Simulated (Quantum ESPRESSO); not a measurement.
Runs of Quantum ESPRESSO 7.5 on Si2W. The structure is tetragonal, space group I4/mmm (No. 139). Conventional cell: a = 3.214 Å, b = 3.214 Å, c = 7.830 Å, α = 90.00°, β = 90.00°, γ = 90.00°. W (site symmetry 4/mmm) has 10 Si at 2.62 Å as nearest neighbours. Si (site symmetry 4mm) has 5 Si at 2.59 to 2.63 Å and 5 W at 2.62 Å as nearest neighbours. 

```tsv
task	level	potentials or basis	cell	k mesh	cutoff (eV)	smearing	iterations	mesh quality	gap on the mesh (eV)	pressure (GPa)	largest force (eV/Å)
energy-loss spectrum	PBE	PseudoDojo 0.4 SR PBE stringent	as given	4 × 4 × 4, shifted	1007	methfessel-paxton 0.136 eV	200	coarse	none	4.0	0.29
phonons	PBE	JTH 2.0 PBE	relaxed	10 × 10 × 10	490	cold 0.2 eV	-	not flagged	none	0.0	-
energy-loss spectrum	PBEsol	PseudoDojo 0.4.1 SR PBEsol standard	as given	4 × 4 × 4, shifted	1007	cold 0.272 eV	200	coarse	none	(a)	0.20
phonons	PBEsol	GBRV 1.5 PBEsol	relaxed	8 × 8 × 8	612	cold 0.136 eV	-	coarse	none	0.0	-
```

Alike in all rows: no spin polarisation.

Question: Estimate the missing entries.

Answer: (a) -1.4.

Caveats: some runs use coarse meshes; the Lanczos chain is short for so many electrons, so humps in the spectrum may be artefacts (some runs); the wave vector is under the mesh spacing, so the intraband response is poorly sampled (some runs); the cutoff is low for these files, which shifts pressure and relaxed volume (some runs).

A k mesh can miss the band edges, and the runs leave out spin-orbit coupling on W.

A gap of «none» marks a metal or a gap under the smearing width.
